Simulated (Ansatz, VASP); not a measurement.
# One calculation of SrO, two programs

INCAR

```
ALGO = Normal
EDIFF = 1E-6
ENCUT = 520
ISIF = 2
ISMEAR = 0
LASPH = True
LCHARG = False
LREAL = False
LWAVE = False
NBANDS = 15
NELM = 100
PREC = Accurate
SIGMA = 0.01
```

Contents of KPOINTS:

```
k-points
0
Gamma
  8 8 8
```

Contents of POSCAR:

```
SrO
1.0
    0.0000000000      2.5321975707      2.5195365828
    2.5321975707      0.0000000000      2.5195365828
    2.5321975707      2.5321975707      0.0000000000
Sr O
1 1
Direct
    0.5000000000      0.5000000000      0.5000000000
    0.0000000000      0.0000000000      0.0000000000
```

Input for Ansatz:

```yaml
crystal:
  lattice:
    - [0.0, 2.5321975707, 2.51953658284]
    - [2.5321975707, 0.0, 2.51953658284]
    - [2.5321975707, 2.5321975707, 0.0]
  atoms:
    - { symbol: Sr, position: [0.5, 0.5, 0.5] }
    - { symbol: O, position: [0.0, 0.0, 0.0] }
kpoints:
  mp_grid: { grid: [8, 8, 8] }
scf:
  occupations: { method: fixed }
  convergence: { dr2_threshold: 1.0e-10 }
hamiltonian:
  xc: lda
  pseudopotentials: { kind: all_electron, lapw: { basis_error: 0.0005 } }
output:
  forces: true
  stress: true
  eigenstates:
    kpoints:
      - [0.0, 0.0, 0.0]
      - [0.0, -0.5, -0.5]
      - [-0.5, 0.0, -0.5]
      - [-0.5, -0.5, 0.0]
      - [-0.5, 0.0, 0.0]
      - [0.0, -0.5, 0.0]
      - [0.0, 0.0, -0.5]
      - [-0.5, -0.5, -0.5]
  eigenvalues: true
```

Change from the starting cell: z stretched by -0.5 %, x and y held.

Alike in both runs: task single point; functional LDA; k mesh 8 × 8 × 8; no spin polarisation.

```csv
,VASP,Ansatz
version,VASP 6.6.1,Ansatz 0.2.0
potentials or method,"VASP PAW LDA potentials, release 64 (Sr_sv, O)","all-electron LAPW, scalar-relativistic"
plane-wave cutoff (eV),520,see its input
occupations,"gaussian, width 0.01 eV",fixed
```

Ansatz gave:

| Property | Result |
| --- | --- |
| gap on the k mesh at the Fermi level (eV) | 3.09 |
| pressure (GPa) | 0.5 |
| largest component of the traceless stress (GPa) | 0.54 |

**Question.** Estimate VASP's values.

**Answer.** gap on the k mesh at the Fermi level (eV): 3.03; pressure (GPa): 1.4; largest component of the traceless stress (GPa): 0.58.

Ansatz ran all-electron here, so the differences hold the error of VASP's frozen core and of both bases.

A k mesh can miss the band edges.
